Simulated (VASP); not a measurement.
**A VASP 6.6.1 single-point calculation on CdS**

INCAR

```
SIGMA = 0.02
NELM = 120
LREAL = .FALSE.
ISMEAR = -1
LCHARG = .FALSE.
LWAVE = .FALSE.
NBANDS = 16
LASPH = .TRUE.
PREC = Accurate
ENCUT = 520
IBRION = -1
ALGO = Normal
ISIF = 2
EDIFF = 1E-7
GGA = PE
NSW = 0
```

KPOINTS

```
KPOINTS created by Atomic Simulation Environment
0
Gamma
8 8 8
0 0 0
```

POSCAR

```
Cd S
 1.0000000000000000
     0.0000000000000000    2.9392148400000000    2.9392148400000000
     3.1049865570000001    0.0000000000000000    2.9392148400000000
     3.1049865570000001    2.9392148400000000    0.0000000000000000
 Cd  S
   1   1
Cartesian
  0.0000000000000000  0.0000000000000000  0.0000000000000000
  1.5524932784999999  1.4696074199999998  1.4696074199999998
```

The recommended PBE PAW datasets give the neutral cell 18 valence electrons.

Command

```
mpirun -np 1 vasp_std
```

**Question.** How does this run end, and what does it give?

**Answer.** It converged. Results: gap between bands v and c on the k mesh 0.91 eV; least direct gap on the k mesh 0.91 eV; pressure -1.3 GPa. Band v is the last that the valence electrons fill when counted band by band, and c is the next.

OSZICAR

```
N       E                     dE             d eps       ncg     rms          rms(c)
DAV:   1     0.109582623458E+03    0.10958E+03   -0.88725E+03  1920   0.101E+03
DAV:   2    -0.229207006701E+01   -0.11187E+03   -0.10551E+03  2264   0.254E+02
DAV:   3    -0.667033578570E+01   -0.43783E+01   -0.43693E+01  2424   0.519E+01
DAV:   4    -0.669808265603E+01   -0.27747E-01   -0.27744E-01  2440   0.404E+00
DAV:   5    -0.669847598655E+01   -0.39333E-03   -0.39332E-03  2400   0.456E-01    0.685E+00
DAV:   6    -0.615141678886E+01    0.54706E+00   -0.89399E-01  2792   0.110E+01    0.569E+00
DAV:   7    -0.613455675697E+01    0.16860E-01   -0.17718E-01  2352   0.289E+00    0.288E+00
DAV:   8    -0.613459962149E+01   -0.42865E-04   -0.15120E-02  2280   0.149E+00    0.250E-01
DAV:   9    -0.613457881528E+01    0.20806E-04   -0.17018E-03  2384   0.556E-01    0.675E-02
DAV:  10    -0.613474292393E+01   -0.16411E-03   -0.24130E-04  2320   0.138E-01    0.754E-02
DAV:  11    -0.613483156296E+01   -0.88639E-04   -0.14404E-04  2312   0.838E-02    0.280E-02
DAV:  12    -0.613482533960E+01    0.62234E-05   -0.17503E-05  2344   0.471E-02    0.797E-03
DAV:  13    -0.613482628906E+01   -0.94946E-06   -0.23427E-06  2352   0.936E-03    0.628E-03
DAV:  14    -0.613482627716E+01    0.11901E-07   -0.21574E-07  2408   0.338E-03
   1 F= -.61348263E+01 E0= -.61348263E+01  d E =-.548950E-11
```

For comparison, a separate PBE run of the intended cell, on usual settings and not on those above, gives a gap of 0.91 eV on its mesh and a pressure of -1.3 GPa.
